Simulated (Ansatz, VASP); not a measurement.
Two plane-wave programs on LiH

The input POSCAR:

```
LiH
1.0
    0.0000000000      2.1451220099      2.1451220099
    2.1225982288      0.0000000000      2.1451220099
    2.1225982288      2.1451220099      0.0000000000
Li H
1 1
Direct
    0.0000000000      0.0000000000      0.0000000000
    0.2500000000      0.2500000000      0.2500000000
```

The input INCAR.step1:

```
  PREC = Accurate
  ENCUT = 520
  EDIFF = 1E-5
  ISMEAR = 0
  SIGMA = 0.01
  LREAL = False
  LASPH = True
  NELM = 100
  ALGO = Normal
  ISIF = 2
  LWAVE = True
  LCHARG = False
  GGA = PE
  NBANDS = 9
```

The input INCAR.step2:

```
  PREC = Accurate
  ENCUT = 520
  EDIFF = 1E-7
  ISMEAR = 0
  SIGMA = 0.01
  LREAL = False
  LASPH = True
  NELM = 100
  ALGO = Normal
  ISIF = 2
  LWAVE = False
  LCHARG = False
  GGA = PE
  LHFCALC = True
  HFSCREEN = 0.2079
  PRECFOCK = Normal
  ISTART = 1
  NBANDS = 9
```

File KPOINTS:

```
Automatic mesh
0
Gamma
  8 8 8
```

Input for Ansatz:

```yaml
crystal:
  lattice:
    - [0.0, 2.1451220099, 2.1451220099]
    - [2.1225982288, 0.0, 2.1451220099]
    - [2.1225982288, 2.1451220099, 0.0]
  atoms:
    - { symbol: Li, position: [0.0, 0.0, 0.0] }
    - { symbol: H, position: [0.25, 0.25, 0.25] }
kpoints:
  mp_grid: { grid: [8, 8, 8] }
  band_path:
    path:
      - [0.0, 0.0, 0.0]
      - [-0.5, -0.5, 0.0]
      - [-0.375, -0.375, 0.25]
      - [-0.375, 0.0, 0.375]
      - [0.0, 0.0, 0.5]
      - [-0.5, -0.25, 0.25]
      - [-0.15, -0.075, 0.425]
    npoints: 1
hamiltonian:
  xc: hse06
scf:
  occupations: { method: fixed }
  n_extra_bands: 4
output:
  forces: true
  stress: true
  eigenvalues: true
```

Change from the starting cell: uniaxial_x strain -1.1%.

Alike in both runs: task single point; functional HSE06; k mesh 8 × 8 × 8; no spin polarisation.

|  | VASP | Ansatz |
| --- | --- | --- |
| version | VASP 6.6.1 | Ansatz 0.2.0 |
| potentials or method | VASP PAW PBE potentials, release 64 (Li_sv, H) | plane waves, PAW |
| plane-wave cutoff (eV) | 520 | 420 |
| occupations | gaussian, width 0.01 eV | fixed |
| valence electrons in the cell | 4 | 4 |

|  | VASP | Ansatz | Ansatz less VASP |
| --- | --- | --- | --- |
| gap on the k mesh at the Fermi level (eV) | 5.25 | 5.25 | 0.000 |

Ansatz warned: «stress_exchange_threshold_loose».

 A k mesh can miss the band edges.
